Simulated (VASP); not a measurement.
Wanted: the native input for a VASP 6.6.1 run.

```
Task                   : work function
Functional             : RPBE
Potentials or basis    : VASP PAW PBE potentials, release 64 (Ni)
Cutoff                 : 520 eV
k mesh                 : 12 × 12 × 1
Occupations            : gaussian, width 0.1 eV
Spin                   : collinear spin, ferromagnetic start
Starting moments       : [1.0, 1.0, 1.0, 1.0, 1.0, 1.0, 1.0] μB
Further INCAR settings : ALGO = Normal; EDIFF = 1e-06
```

The structure of Ni lies in POSCAR:

```
Ni
1.0
    2.4918442969      0.0000000000      0.0000000000
    1.2459221485      2.1580004634      0.0000000000
    0.0000000000      0.0000000000     26.2074940917
Ni
7
Direct
    0.0000000000      0.0000000000      0.2670991731
    0.3333333333      0.3333333333      0.3447327820
    0.6666666667      0.6666666667      0.4223663910
    0.0000000000      0.0000000000      0.5000000000
    0.3333333333      0.3333333333      0.5776336090
    0.6666666667      0.6666666667      0.6552672180
    0.0000000000      0.0000000000      0.7329008269
```

The input as run:

INCAR

```
SYSTEM = Ni
PREC = Accurate
ENCUT = 520
EDIFF = 1E-6
ISMEAR = 0
SIGMA = 0.1
LREAL = .FALSE.
LASPH = .TRUE.
NELM = 120
ALGO = Normal
ISIF = 2
LWAVE = .FALSE.
LCHARG = .TRUE.
ISPIN = 2
MAGMOM = 1 1 1 1 1 1 1
LORBIT = 11
LMAXMIX = 4
GGA = RP
LELF = .TRUE.
LVHAR = .TRUE.
LVACPOTAV = .TRUE.
```

KPOINTS

```
Automatic mesh
0
G
  12 12 1
  0 0 0
```

Potentials or basis: VASP PAW PBE potentials, release 64 (Ni).

Run with:

```console
$ cat potpaw_PBE.64/Ni/POTCAR > POTCAR
$ mpirun -np 1 vasp_std > vasp.out
```

It gave:

```yaml
Largest_force: 0.126 eV/Å
Band_gap_on_the_k_mesh: none (metal or under the smearing width)
Net_moment: 4.77 μB per cell
Site_moments: Ni +0.70, +0.72, +0.68, +0.67 μB
Valence_electrons_inside_the_program's_atomic_spheres: Ni 9.16, 9.28, 9.29
```

Caveat: the PAW data sets were made with another functional, which shifts forces and pressure a little.

Wall time 8.2 min on 1 thread of Intel(R) Xeon(R) 6975P-C (Granite Rapids) (shared host), peak memory 0.41 GiB.
